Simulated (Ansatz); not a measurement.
# BaO: band gap under strain

How does strain move the band edges of rocksalt BaO, and do the functionals agree on it? States: -1.5 % equal strain in all directions; +2.5 % strain along x alone; +1.5 % shear in the xy plane.

Program: Ansatz 0.2.0. PAW datasets, plane waves. The values are computed, spin-unpolarised, and not measurements.

## Step 1: Starting point

The unstrained cell was relaxed with r2SCAN; in each strained cell the atoms were relaxed again with r2SCAN. Names of k-points are those of the unstrained zone, where strain can split equivalent points. First state: -1.5 % equal strain in all directions.

It is cubic, Fm-3m (No. 225); a = 5.461 Å in the conventional setting, 20.35 Å³ an atom. Around Ba lie 6 O at 2.73 Å; around O lie 6 Ba at 2.73 Å.

Coordinates:

```cif
data_structure
_symmetry_space_group_name_H-M 'P 1'
_symmetry_Int_Tables_number 1
_cell_length_a 3.8613
_cell_length_b 3.8613
_cell_length_c 3.8613
_cell_angle_alpha 60.000
_cell_angle_beta 60.000
_cell_angle_gamma 60.000
_cell_volume 40.71
loop_
_atom_site_label
_atom_site_type_symbol
_atom_site_fract_x
_atom_site_fract_y
_atom_site_fract_z
_atom_site_occupancy
Ba1 Ba 0.00000 0.00000 0.00000 1
O1 O 0.50000 0.50000 0.50000 1
```

From earlier runs on the unstrained cell: PBE 2.05 eV, r2SCAN 2.38 eV, HSE06 3.32 eV, G0W0 3.17 eV (on its mesh); a = 5.544 Å.

## Step 2: -1.5 % equal strain in all directions: PBE

input.yaml

```yaml
crystal:
  lattice:
    - [0.0, 2.7303635431, 2.7303635431]
    - [2.7303635431, 0.0, 2.7303635431]
    - [2.7303635431, 2.7303635431, 0.0]
  atoms:
    - { symbol: Ba, position: [0.0, 0.0, 0.0] }
    - { symbol: O, position: [0.5, 0.5, 0.5] }
kpoints:
  mp_grid: { grid: [8, 8, 8] }
  band_path:
    path:
      - [0.0, 0.0, 0.0]
      - [0.5, 0.0, 0.5]
      - [0.625, 0.25, 0.625]
      - [0.375, 0.375, 0.75]
      - [0.5, 0.5, 0.5]
      - [0.5, 0.25, 0.75]
      - [0.0, 0.5, 0.5]
    npoints: 1
hamiltonian:
  xc: pbe
scf:
  occupations: { method: fermi_dirac, width: 0.02 }
  n_extra_bands: 4
output:
  forces: true
  stress: true
  eigenvalues: true
  write_density: true
  write_potential: true
  elf: true
  volumetric_format: npy
```

Started as:

```sh
ansatz run input.yaml --threads 2 --pin off --max-ram 2211MiB --backend cpu --events-out ev --progress --plain --runs-dir out
```

After this run come: -1.5 % equal strain in all directions: r2SCAN; -1.5 % equal strain in all directions: HSE06; -1.5 % equal strain in all directions: G0W0@PBE; +2.5 % strain along x alone: PBE; +2.5 % strain along x alone: r2SCAN; +2.5 % strain along x alone: HSE06; +2.5 % strain along x alone: G0W0@PBE; +1.5 % shear in the xy plane: PBE; +1.5 % shear in the xy plane: r2SCAN; +1.5 % shear in the xy plane: HSE06; +1.5 % shear in the xy plane: G0W0@PBE.

**Question.** What will these runs give?

As calculated:

Least gap in eV (negative: overlap), with the change from the unstrained cell in brackets. G0W0 is on its own coarse mesh.

```
                                state  volume change (%)           PBE        r2SCAN         HSE06          G0W0
-1.5 % equal strain in all directions               -4.4  1.89 (-0.16)  2.22 (-0.16)  3.16 (-0.16)  3.00 (-0.17)
          +2.5 % strain along x alone               +2.5  2.06 (+0.01)  2.38 (+0.00)  3.33 (+0.01)  3.18 (+0.01)
         +1.5 % shear in the xy plane               -0.0  2.05 (+0.00)  2.38 (+0.00)  3.32 (+0.00)  3.17 (+0.00)
```

With HSE06, of the states in the table -1.5 % equal strain in all directions shifts the gap most, by -0.163 eV. PBE and HSE06 differ by 1.27 eV on the unstrained gap, and by at most 0.00 eV on its change: the two disagree on the size of the gap but agree on its response to strain. Spin-orbit coupling is left out of the table, though the cell holds Ba (Z = 56). The G0W0 figures hold for the stated bands, cutoff and mesh and aren't extrapolated.
